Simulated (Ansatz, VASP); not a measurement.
# CdTe: VASP beside Ansatz

File INCAR:

```
ALGO = Normal ; EDIFF = 1E-6
ENCUT = 520 ; GGA = PE
ISIF = 2 ; ISMEAR = -1
LASPH = True ; LCHARG = True
LELF = True ; LREAL = False
LVHAR = True ; LWAVE = False
NBANDS = 16 ; NELM = 100
PREC = Accurate ; SIGMA = 0.05
```

Contents of KPOINTS:

```
k-points
0
Gamma
  7 7 7
```

Contents of POSCAR:

```
CdTe
1.0
    0.0000000000      3.1395734784      3.1395734784
    3.1395734784      0.0000000000      3.1395734784
    3.1395734784      3.1395734784      0.0000000000
Te Cd
1 1
Direct
    0.7500000000      0.7500000000      0.7500000000
    0.0000000000      0.0000000000      0.0000000000
```

Contents of input.yaml:

```yaml
crystal:
  lattice:
    - [0.0, 3.1395734784, 3.1395734784]
    - [3.1395734784, 0.0, 3.1395734784]
    - [3.1395734784, 3.1395734784, 0.0]
  atoms:
    - { symbol: Te, position: [0.75, 0.75, 0.75] }
    - { symbol: Cd, position: [0.0, 0.0, 0.0] }
kpoints:
  mp_grid: { grid: [7, 7, 7] }
scf:
  occupations: { method: fermi_dirac, width: 0.05 }
hamiltonian:
  xc: pbe
  pseudopotentials: { kind: all_electron, lapw: { basis_error: 0.0005 } }
output:
  forces: true
  stress: true
  eigenvalues: true
```

Change from the starting cell: volume scaled by 0.94.

Alike in both runs: task single point; functional PBE; k mesh 7 × 7 × 7; occupations fermi-dirac, width 0.05 eV; no spin polarisation.

```csv
,VASP,Ansatz
version,VASP 6.6.1,Ansatz 0.2.0
potentials or method,"VASP PAW PBE potentials, release 64 (Te, Cd)","all-electron LAPW, scalar-relativistic"
plane-wave cutoff (eV),520,see its input
```

```csv
,VASP,Ansatz,Ansatz less VASP
gap on the k mesh at the Fermi level (eV),1.07,1.06,-0.003
least direct gap on the mesh (eV),1.07,1.06,-0.003
pressure (GPa),8.3,8.1,-0.18
```

Ansatz ran all-electron here, so the differences hold the error of VASP's frozen core and of both bases.

Caveats: spin-orbit coupling is left out, which moves the levels of the heavy elements.
